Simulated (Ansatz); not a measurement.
A one-shot G0W0 calculation of MgO built on the rocksalt prototype with the plane-wave code Ansatz, at the level G0W0@PBE with 101 empty bands, a screening cutoff of 180 eV and an 8×8×8 mesh. Cell and atoms come from a relaxation with r2SCAN.

The input:
```yaml
crystal:
  lattice:
    - [0.0, 2.1021674155, 2.1021674155]
    - [2.1021674155, 0.0, 2.1021674155]
    - [2.1021674155, 2.1021674155, 0.0]
  atoms:
    - { symbol: Mg, position: [0.0, 0.0, 0.0] }
    - { symbol: O, position: [0.5, 0.5, 0.5] }
kpoints:
  mp_grid: { grid: [8, 8, 8] }
hamiltonian:
  xc: pbe
scf:
  occupations: { method: fixed }
gw:
  n_empty_bands: 101
  ecut_chi: 180
  qp_bands: [v2, c2]
  qp_kpoints: band_edges
  screening: { model: godby_needs }
```

Question: It ran on 1 × NVIDIA H100 80GB HBM3 with 2 threads of AMD EPYC 7R13 Processor (Zen 3), on a shared host, load about 1.4 per core. About how long did it take, and how much host memory at the peak?

Answer: About 2.4 min, with a peak of 1.6 GiB.

Output, abridged:
```
Functional definition: PBE
Crystal: 2 atoms, lattice volume = 18.579 Å³
Basis set: ecut = 420 eV, 339 PW (Γ)
Bands: 12, of which v1, the nominal top of the filled ones, is band 8 counted from 1 (7 counted from 0)
Symmetry: 48 space group operations
Space group: Fm-3m (ITA 225)
k-points: 29 of 512
preconditioner: auto → none  [insulator: Δε(μ)=4.795 eV  ℏωp=24.4 eV]
SCF 1 converged in 6 iterations: F = -2494.127702 eV  dr2 = 2.80e-10
Free energy (F): -2494.127702 eV
Fermi energy:    8.203488 eV
--- G₀W₀: ω_p = 34.4589 eV, 512 q-points, 101 empty bands' worth ---
    ik  band        ε_KS         Σx   Σc(E_QP)       V_xc       Z   E_QP_lin       E_QP  E_QP is
     0     7      8.2035   -26.4429     4.1030   -20.9369  0.8067     6.7904     6.8004  root
     0     8      8.2035   -26.4429     4.1030   -20.9369  0.8067     6.7904     6.8004  root
     0     9     13.0004   -10.1207    -3.6525   -14.8432  0.8563    14.0741    14.0705  root
     0    10     24.0570    -3.7089    -4.8046    -9.5991  0.8719    25.1639    25.1425  root
     1     7      8.0998   -26.3384     4.1251   -20.7873  0.8066     6.6632     6.6738  root
     1     8      8.0998   -26.3384     4.1251   -20.7873  0.8066     6.6632     6.6738  root
     1     9     13.9123   -10.9196    -3.6242   -15.7010  0.8502    15.0738    15.0696  root
     1    10     22.3694    -4.0916    -4.7773    -9.9218  0.8560    23.4205    23.4223  root
     2     7      7.8612   -26.1085     4.1734   -20.4582  0.8065     6.3729     6.3844  root
     2     8      7.8612   -26.1085     4.1734   -20.4582  0.8065     6.3729     6.3844  root
     2     9     15.3582   -10.1934    -3.9233   -15.3680  0.8488    16.6150    16.6095  root
     2    10     20.8271    -6.1193    -4.7523   -12.1200  0.8460    22.0790    22.0754  root
     3     7      7.6368   -25.9058     4.2163   -20.1674  0.8062     6.1030     6.1147  root
     3     8      7.6368   -25.9058     4.2163   -20.1674  0.8062     6.1030     6.1147  root
     3     9     16.0653    -7.9617    -4.1030   -13.1764  0.8576    17.1815    17.1770  root
     3    10     20.6440    -9.3015    -4.9789   -15.9457  0.8281    22.3196    22.3093  root
     4     7      7.5473   -25.8289     4.2333   -20.0568  0.8061     5.9965     6.0085  root
     4     8      7.5473   -25.8289     4.2333   -20.0568  0.8061     5.9965     6.0085  root
     4     9     16.1568    -7.0609    -4.1176   -12.2029  0.8619    17.1847    17.1812  root
     4    10     20.8788   -10.6337    -5.1707   -17.6702  0.8219    22.7628    22.7447  root
     5     7      7.9715   -26.2267     4.1394   -20.6337  0.8068     6.5067     6.5179  root
     5     8      7.9715   -26.2267     4.1394   -20.6337  0.8068     6.5067     6.5179  root
     5     9     14.2084   -11.1539    -3.6399   -15.9903  0.8482    15.4095    15.4050  root
     5    10     21.8585    -3.4827    -4.6880    -9.1170  0.8626    22.8097    22.8049  root
     6     7      7.7170   -25.9177     4.1676   -20.2463  0.8070     6.2010     6.2133  root
     6     8      7.7230   -26.0153     4.1831   -20.3262  0.8068     6.2057     6.2170  root
     6     9     15.5054   -10.9853    -3.9013   -16.2142  0.8446    16.8393    16.8330  root
     6    10     20.5197    -4.4926    -4.6030   -10.1154  0.8603    21.5442    21.5395  root
    10     7      7.2141   -25.3820     4.2021   -19.5792  0.8073     5.6015     5.6134  root
    10     8      7.7850   -26.0294     4.1952   -20.3418  0.8062     6.2810     6.2926  root
    10     9     16.3183   -10.0200    -4.0947   -15.4432  0.8460    17.6530    17.6468  root
    10    10     20.3348    -6.6084    -4.6887   -12.5776  0.8479    21.6239    21.6154  root
    11     7      7.6791   -25.8803     4.1625   -20.2056  0.8073     6.1538     6.1669  root
    11     8      8.0187   -26.2500     4.1504   -20.6564  0.8064     6.5643     6.5754  root
    11     9     14.9915   -11.0872    -3.7923   -16.1566  0.8459    16.2741    16.2686  root
    11    10     21.1476    -4.5648    -4.6791   -10.3008  0.8580    22.2077    22.2045  root
  […]
```

The points are ik 0 = (0, 0, 0) (Γ), ik 1 = (0, 0, 1/8), ik 2 = (0, 0, 1/4), ik 3 = (0, 0, 3/8), ik 4 = (0, 0, -1/2), ik 5 = (0, 1/8, 1/8), ik 6 = (0, 1/8, 1/4), ik 10 = (0, 1/8, -1/4), ik 11 = (0, 1/8, -1/8), ik 17 = (0, 3/8, 3/8), ik 18 = (0, 3/8, -1/2), ik 20 = (0, -1/2, -1/2); band 8 is the last filled one.

Over the mesh points the PBE gap of 4.80 eV becomes a quasiparticle gap of 7.27 eV (direct at Γ), a change of +2.47 eV. Renormalisation factors Z lie between 0.81 and 0.87. No extrapolation in bands, cutoff or mesh was made for G0W0.

The values are computed, spin-unpolarised, and not measurements.
